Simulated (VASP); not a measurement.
# HgTe in VASP 6.6.1, relaxation

INCAR

```
EDIFFG = -5E-3
ENCUT = 600
PREC = Accurate
LREAL = .FALSE.
PSTRESS = 200
LASPH = .TRUE.
LCHARG = .FALSE.
SIGMA = 0.02
ISIF = 3
GGA = PS
NELM = 70
NSW = 40
NBANDS = 16
IBRION = 2
LWAVE = .FALSE.
EDIFF = 1E-7
ISMEAR = -1
```

KPOINTS

```
KPOINTS created by Atomic Simulation Environment
0
Gamma
6 6 6
0 0 0
```

POSCAR

```
Hg Te
 1.0000000000000000
     0.0000000000000000    3.3260106980988229    3.3260106980988229
     3.3260106980988229    0.0000000000000000    3.3260106980988229
     3.3260106980988229    3.3260106980988229    0.0000000000000000
 Hg  Te
   1   1
Cartesian
  0.0000000000000000  0.0000000000000000 -0.0000000000000000
  1.6630053490494114  1.6630053490494114  1.6630053490494114
```

The recommended PBE PAW datasets give the neutral cell 18 valence electrons.

Command

```
mpirun -np 1 vasp_std
```

OSZICAR

```
N       E                     dE             d eps       ncg     rms          rms(c)
DAV:   1     0.113387796010E+03    0.11339E+03   -0.86239E+03   512   0.108E+03
DAV:   2    -0.355381634393E+00   -0.11374E+03   -0.10561E+03   568   0.238E+02
DAV:   3    -0.451836817152E+01   -0.41630E+01   -0.41508E+01   648   0.466E+01
DAV:   4    -0.455739990108E+01   -0.39032E-01   -0.39029E-01   752   0.408E+00
DAV:   5    -0.455749614862E+01   -0.96248E-04   -0.96247E-04   664   0.200E-01    0.632E+00
DAV:   6    -0.434475099017E+01    0.21275E+00   -0.42273E-01   592   0.847E+00    0.520E+00
DAV:   7    -0.433593268964E+01    0.88183E-02   -0.86146E-02   568   0.195E+00    0.208E+00
DAV:   8    -0.433418081291E+01    0.17519E-02   -0.81267E-03   576   0.101E+00    0.492E-01
DAV:   9    -0.433395249598E+01    0.22832E-03   -0.68127E-04   688   0.283E-01    0.821E-02
DAV:  10    -0.433396493345E+01   -0.12437E-04   -0.78712E-05   584   0.804E-02    0.442E-02
...
  14 F= 0.31114324E+01 E0= 0.31116092E+01  d E =-.294130E-03
       N       E                     dE             d eps       ncg     rms          rms(c)
DAV:   1    -0.362226080283E+01    0.13499E-01   -0.12607E-02   616   0.131E+00    0.196E-01
DAV:   2    -0.362160094876E+01    0.65985E-03   -0.13856E-03   576   0.570E-01    0.794E-02
DAV:   3    -0.362153914893E+01    0.61800E-04   -0.13671E-04   616   0.117E-01    0.711E-02
DAV:   4    -0.362152998392E+01    0.91650E-05   -0.23880E-05   576   0.403E-02    0.750E-03
DAV:   5    -0.362152960396E+01    0.37996E-06   -0.30805E-06   632   0.234E-02    0.721E-03
DAV:   6    -0.362152979273E+01   -0.18877E-06   -0.57511E-07   544   0.704E-03    0.220E-03
DAV:   7    -0.362152977303E+01    0.19705E-07   -0.87448E-08   280   0.429E-03
  15 F= 0.31113284E+01 E0= 0.31115052E+01  d E =-.398114E-03
```

From OUTCAR

```
k-points           NKPTS =     16   k-points in BZ     NKDIM =     16   number of bands    NBANDS=     16

   NELECT =      18.0000    total number of electrons

   dimension x,y,z NGX =    40 NGY =   40 NGZ =   40
   dimension x,y,z NGXF=    80 NGYF=   80 NGZF=   80

  energy-cutoff  :      600.00
  volume of cell :       53.94
      direct lattice vectors                 reciprocal lattice vectors
     0.000000000  2.998817376  2.998817376    -0.166732394  0.166732394  0.166732394
     2.998817376  0.000000000  2.998817376     0.166732394 -0.166732394  0.166732394
     2.998817376  2.998817376 -0.000000000     0.166732394  0.166732394 -0.166732394

 k-points in reciprocal lattice and weights: KPOINTS created by Atomic Simulation Env
   0.00000000  0.00000000  0.00000000       0.005
   0.16666667  0.00000000  0.00000000       0.037
   0.33333333  0.00000000  0.00000000       0.037
   0.50000000  0.00000000  0.00000000       0.019
   0.16666667  0.16666667  0.00000000       0.028
   0.33333333  0.16666667  0.00000000       0.111
   0.50000000  0.16666667  0.00000000       0.111
  -0.33333333  0.16666667  0.00000000       0.111
   ...

 E-fermi :   5.7295

 k-point     1 :       0.0000    0.0000    0.0000
  band No.  band energies     occupation
      1      -8.2820      2.00000
      2      -3.2820      2.00000
      3      -3.2820      2.00000
      4      -3.2820      2.00000
      5      -2.4326      2.00000
      6      -2.4326      2.00000
      7       5.4951      1.99998
      8       5.7156      1.33334
      9       5.7156      1.33334
     10       5.7156      1.33334
     11       9.3635      0.00000
     12       9.3635      0.00000
     13       9.3635      0.00000
     14      11.7948      0.00000
     15      15.1770      0.00000
     16      15.1770      0.00000

 k-point     2 :       0.1667    0.0000    0.0000
  band No.  band energies     occupation
      1      -8.0780      2.00000
      2      -3.2428      2.00000
      3      -3.2245      2.00000
      4      -3.2245      2.00000
      5      -2.4402      2.00000
      6      -2.4402      2.00000
      7       3.0445      2.00000
      8       5.2337      2.00000
      9       5.2337      2.00000
     10       6.6652      0.00000
     11       9.7544      0.00000
     12       9.8971      0.00000
     13       9.8971      0.00000
     14      13.1684      0.00000
     15      14.0735      0.00000
     16      14.0735      0.00000

 k-point     3 :       0.3333    0.0000    0.0000
  band No.  band energies     occupation
      1      -7.6302      2.00000
      2      -3.1269      2.00000
      3      -3.1269      2.00000
      4      -2.9078      2.00000
      5      -2.4254      2.00000
      6      -2.4254      2.00000
      7       0.3285      2.00000
      8       4.4892      2.00000
      9       4.4892      2.00000
     10       6.4543      0.00000
     11      10.3696      0.00000
     12      10.3696      0.00000
     13      11.7349      0.00000
     14      12.7903      0.00000
     15      14.5394      0.00000
     16      14.5394      0.00000

 ...

  Total        6.7321943      6.7321943      6.7321943     -0.0000000      0.0000000     -0.0000000
  in kB      199.9802801    199.9802801    199.9802801     -0.0000000      0.0000000     -0.0000000
  external PRESSURE =      -0.0197199 kB  Pullay stress =     200.0000000 kB

 POSITION                                       TOTAL-FORCE (eV/Angst)
 -----------------------------------------------------------------------------------
      5.99763      5.99763      5.99763         0.000000     -0.000000      0.000000
      1.49941      1.49941      1.49941        -0.000000      0.000000     -0.000000
 -----------------------------------------------------------------------------------
    total drift:                               -0.000000     -0.000000     -0.000000

  FREE ENERGIE OF THE ION-ELECTRON SYSTEM (eV)
  ---------------------------------------------------
  free  energy   TOTEN  =        -3.6215297730 eV

  energy  without entropy=       -3.6211761359  energy(sigma->0) =       -3.62135295
```

| ionic step | ΔH (meV/atom) | volume (Å³) | largest force (eV/Å) | pressure (GPa) | electronic steps |
| --- | --- | --- | --- | --- | --- |
| 1 | 0.0 | 73.59 | 0.000 | -2.16 | 13 |
| 2 | 3869.6 | 31.61 | 0.000 | 239.86 | 13 |
| 3 | -847.7 | 56.47 | 0.000 | 14.51 | 13 |
| 4 | -864.3 | 55.21 | 0.000 | 17.08 | 9 |
| 5 | -870.3 | 53.90 | 0.000 | 20.10 | 9 |
| 6 | -869.9 | 54.25 | 0.000 | 19.25 | 8 |
| 7 | -870.0 | 54.23 | 0.000 | 19.28 | 4 |
| 9 | -870.1 | 54.16 | 0.000 | 19.45 | 3 |
| 10 | -870.1 | 54.16 | 0.000 | 19.46 | 3 |
| 11 | -870.1 | 54.15 | 0.000 | 19.47 | 4 |
| 12 | -870.1 | 54.14 | 0.000 | 19.50 | 4 |
| 13 | -870.2 | 54.11 | 0.000 | 19.58 | 5 |
| 14 | -870.2 | 54.05 | 0.000 | 19.72 | 5 |
| 15 | -870.3 | 53.94 | 0.000 | 20.00 | 7 |

It converged. Results: relaxed cell vector lengths 4.241, 4.241, 4.241 Å; relaxed cell volume 53.94 Å³.

 The volume moved far on the plane waves of the start cell, so a restart from CONTCAR is due.

For comparison, a separate PBEsol relaxation on usual settings, not on those above, ends at 69.29 Å³.

The run above took about 5.7 min on one core of a shared host (Intel Xeon Platinum 8488C) and held 0.27 GiB at most.
